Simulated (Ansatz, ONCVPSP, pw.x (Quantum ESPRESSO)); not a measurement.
## boron: does the ONCV potential hold in the solid?

```json
{
 "Element": "B",
 "Generator": "ONCVPSP 4.0.1.1 (patched build)",
 "Type": "optimised norm-conserving Vanderbilt (ONCV)",
 "Functional": "PBE",
 "Relativity": "scalar-relativistic",
 "Frozen core": "[He]",
 "Valence charge": "3",
 "Reference configuration": "2s2 2p1",
 "Partial waves": "2s: rc 1.15 bohr, ncon 4, nbas 8, qcut 6.8 1/bohr, 1 projector; 2p: rc 4.00 bohr, ncon 4, nbas 8, qcut 4.3 1/bohr, 3 projectors, debl 0.9 Ha; d scattering state at 0.19 Ha: rc 4.20 bohr, ncon 3, nbas 7, qcut 2.7 1/bohr, 1 projector",
 "Local potential": "polynomial inside 0.95 bohr (lpopt 5, dvloc0 0 Ha)",
 "Core correction": "Teter function, fcfact 4.75, rcfact 1.55"
}
```

Atomic tests: cutoffs needed: 12 Ha and 17 Ha (the cutoffs (Ha) at which the residual kinetic energy of the hardest occupied pseudo-wave falls to 1 and 0.1 mHa per electron); ghost test: no bound ghost flagged; GHOST(+) flagged for d at 15.5 eV; largest excitation error: +599 meV (all-electron minus pseudo) for 2s1 2p0, out of 4 test configurations.

Crystal test: fcc B in pw.x 7.5, no spin, 18³ k-points, Fermi–Dirac smearing 0.01 Ry, cutoffs 50/200 Ry. The reference is all-electron LAPW (Ansatz 0.2.0) with the same functional, mesh and smearing; V0 and B0 come from Birch–Murnaghan fits to the pressures at five volumes. Errors are pseudo minus all-electron; Δ is the rms difference of the E(V) curves that follow from these fits, minima aligned, over ±6 % about the mean V0. Mesh and smearing are coarse, so the numbers serve the comparison and aren't converged zero-temperature values; the lattice is a test structure that the element need not adopt.

| V (Å³/atom) | P all-electron (GPa) | P pseudo (GPa) |
| --- | --- | --- |
| 5.603 | 14.83 | -273.33 |
| 5.751 | 6.76 | -323.63 |
| 5.898 | -0.40 | -367.98 |
| 6.045 | -6.74 | -402.24 |
| 6.193 | -12.37 | -424.37 |

All-electron: a0 = 2.867 Å (V0 = 5.89 Å³/atom), B0 = 270.8 GPa.

Pseudopotential: converged, but broken (pressure over 100 GPa off). The pressure does not cross zero within the volumes sampled, so no fit is given. The largest radius (4.20 bohr) exceeds half the bond length (1.92 bohr), so the spheres overlap, which is one possible source of error among others. The generator flags a localised state at positive energy (d at 15 eV). A pressure error of this size marks a broken potential; the numbers have no physical meaning.

Task: At the middle volume, how do free energy and pressure move when the wave cutoff is lowered (ecutrho kept at four times it)?

Result:

```tsv
cutoff (Ry)	shift of F (meV/atom)	shift of P (GPa)
22	+236.2	-17.33
30	+27.8	-1.91
40	+1.5	-0.47
```

The run at the middle volume (195 k-points, 6 iterations) took about 4.6 s on one core of a shared host (Neoverse-V2, 96 threads, 742 GiB, load 82).
